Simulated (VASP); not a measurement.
Input of a VASP 6.6.1 run:

INCAR

```
SYSTEM = MgO
ALGO     = Normal         ! electronic algorithm
EDIFF    = 1E-6           ! SCF threshold, eV
ENCUT    = 520            ! plane-wave cutoff, eV
GGA      = PE             ! functional
ISIF     = 2              ! what is computed and relaxed
ISMEAR   = 0              ! smearing method
LASPH    = .TRUE.         ! aspherical terms in the spheres
LCHARG   = .TRUE.         ! write CHGCAR
LELF     = .TRUE.         ! ELF
LREAL    = .FALSE.        ! projectors in reciprocal space
LVHAR    = .TRUE.       
LWAVE    = .FALSE.        ! write WAVECAR
NBANDS   = 16             ! bands
NELM     = 100            ! most SCF steps
PREC     = Accurate       ! precision mode
SIGMA    = 0.05           ! smearing width, eV
```

KPOINTS

```
k-points
0
G
  9 9 6
  0 0 0
```

Contents of POSCAR:

```
MgO
1.0
    3.0307939861      0.0000000000      0.0000000000
   -1.5153969931      2.6247445856      0.0000000000
    0.0000000000      0.0000000000      5.9353018253
Mg O
2 2
Direct
    0.3333333333      0.6666666667      0.0021597400
    0.6666666667      0.3333333333      0.5021597400
    0.3333333333      0.6666666667      0.4024402600
    0.6666666667      0.3333333333      0.9024402600
```

Potentials or basis: VASP PAW PBE potentials, release 64 (Mg, O).

Command:

```console
$ cat potpaw_PBE.64/Mg/POTCAR potpaw_PBE.64/O/POTCAR > POTCAR
$ mpirun -np 1 vasp_std > vasp.out
```

Estimate the largest force.

1.354 eV/Å.

What does it give for the pressure?

17.0 GPa.

Predict the band gap on the k mesh.

3.33 eV, direct.

Forces in eV/Å, atoms in the order of the input:
```
Mg   0.000  0.000  1.354
Mg   0.000  0.000  1.354
O    0.000  0.000 -1.354
O    0.000  0.000 -1.354
```

Caveat: so large a pressure means that the cell lies far from this level's equilibrium, or that cutoff or potentials fall short; an odd mesh through Γ misses points on the zone boundary, where band edges often lie; forces of over 1 eV/Å show positions far from the minimum, so gaps and moduli don't describe the material at rest. PBE gaps usually lie below the measured ones, often by a third to a half.
